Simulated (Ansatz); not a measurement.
Input and output of a field-response calculation (clamped ions) on Cu₂O (started from an entry of an open crystallographic database) (Ansatz, r2SCAN). The geometry is the r2SCAN minimum.

Input (YAML):
```yaml
crystal:
  lattice:
    - [4.2460804562, 0.0, 0.0]
    - [0.0, 4.2460804562, 0.0]
    - [0.0, 0.0, 4.2460804562]
  atoms:
    - { symbol: Cu, position: [0.25, 0.25, 0.25] }
    - { symbol: Cu, position: [0.25, 0.75, 0.75] }
    - { symbol: Cu, position: [0.75, 0.75, 0.25] }
    - { symbol: Cu, position: [0.75, 0.25, 0.75] }
    - { symbol: O, position: [0.0, 0.0, 0.0] }
    - { symbol: O, position: [0.5, 0.5, 0.5] }
kpoints:
  mp_grid: { grid: [6, 6, 6] }
hamiltonian:
  xc: r2scan
scf:
  occupations: { method: fixed }
dielectric: {}
```

Command: `ansatz run input.yaml --threads 4 --pin off --max-ram 7372MiB --backend cpu --events-out ev --progress --plain --runs-dir out`.

Q: What wall time did it need on 4 threads of Arm Neoverse V2, with other jobs on the host, and how much host memory at the peak?

A: About 57 s, with a peak of 1.4 GiB.

Main lines of the log:
```
Functional definition: r2SCAN
Crystal: 6 atoms, lattice volume = 76.553 Å³
Basis set: ecut = 500 eV, 1935 PW (Γ)
Bands: 53, of which v1, the nominal top of the filled ones, is band 44 counted from 1 (43 counted from 0)
Symmetry: 48 space group operations
k-points: 40 of 216 (irreducible under 8 space group operations, time reversal used)
preconditioner: auto → Resta (q_TF=auto, 2.792 Å⁻¹)  ε∞=9.6  [insulator: Δε(μ)=0.777 eV  ℏωp=31.8 eV]
SCF converged after 10 iterations
Free energy (F): -27659.840875 eV
Fermi energy:    10.975242 eV
--- Dielectric response (ions clamped): 3 representative field directions + reference, inside a basis on a mesh of 1000 k-points ---
  ε∞ (high-frequency dielectric tensor):
        8.308145     0.000000     0.000000
        0.000000     8.308145     0.000000
        0.000000     0.000000     8.308145
  Born effective charges Z* (e; rows j = field, columns β = displacement):
    site 0:
         0.83277    0.39948    0.39948
         0.39948    0.83277    0.39948
         0.39948    0.39948    0.83277
    site 1:
         0.83277   -0.39948   -0.39948
        -0.39948    0.83277    0.39948
        -0.39948    0.39948    0.83277
    site 2:
         0.83277    0.39948   -0.39948
         0.39948    0.83277   -0.39948
        -0.39948   -0.39948    0.83277
    site 3:
         0.83277   -0.39948    0.39948
        -0.39948    0.83277   -0.39948
         0.39948   -0.39948    0.83277
    site 4:
        -1.66553    0.00000    0.00000
         0.00000   -1.66553    0.00000
         0.00000    0.00000   -1.66553
    site 5:
        -1.66553    0.00000    0.00000
         0.00000   -1.66553    0.00000
         0.00000    0.00000   -1.66553
  ε∞ is read to err by 2.5e-2, Z* by 2.0e-2 e
```

The clamped-ion dielectric constant comes out as 8.31 in all directions. Born charges, averaged over directions: Cu +0.83, O -1.67 e.

Calculated for a static, non-magnetic cell.
